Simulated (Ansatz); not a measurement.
Cu under changes of volume

One of the cells (12.234 Å³/atom); the others are scaled copies at fixed shape and fractional positions:

```
Cu
1.0
     1.22653   -4.00271    0.00000
     1.22653    4.00271    0.00000
     0.00000    0.00000    2.49189
Cu
2
Cartesian
  1.2265 -2.9311 1.8689
  1.2265 2.9311 0.6230
```

This isn't the form of Cu at room conditions, which is fcc.

```yaml
Program: Ansatz 0.2.0
Functional: PBE0
Potentials_or_basis: Ansatz PAW
Cutoff: "420 eV (not typed: the program's choice for these potentials)"
k_mesh: 6 × 6 × 6
Occupations: fermi-dirac, width 0.05 eV
Spin: no spin polarisation
```

| volume (Å³/atom) | energy over the lowest point (meV/atom) | pressure (GPa) | largest force (eV/Å) |
| --- | --- | --- | --- |
| 11.274 | 58.74 | 16.5 | 0.142 |
| 11.514 | 36.99 | 12.6 | 0.113 |
| 11.994 | 9.71 | 5.9 | 0.061 |
| 12.234 | 3.00 | 3.2 | 0.030 |
| 12.474 | 0.00 | 0.7 | 0.010 |
| 12.714 | ? | ? | ? |

**Question.** What does the run at 12.714 Å³/atom give?

**Answer.** Energy over the lowest point 0.57 meV/atom; pressure -1.5 GPa; largest force 0.009 eV/Å.

Worked out: A Birch-Murnaghan fit of order 3 (a polynomial in V^(-2/3)) to the other rows has its minimum at 12.56 Å³/atom, just outside them, with B0 = V·E''(V) = 111 GPa and B' = 6.0 at fixed shape and positions, which overstates the stiffness. It gives 0.40 meV/atom at 12.714 Å³/atom, against the run's 0.57, and -dE/dV = -1.3 GPa, against -1.5.

Energies are extrapolated to zero smearing.

Caveats: all runs use coarse meshes; the PAW data sets come from PBE, with cores solved anew for the run's functional, which leaves a small shift of forces and pressure; the thresholds are loose for stress.
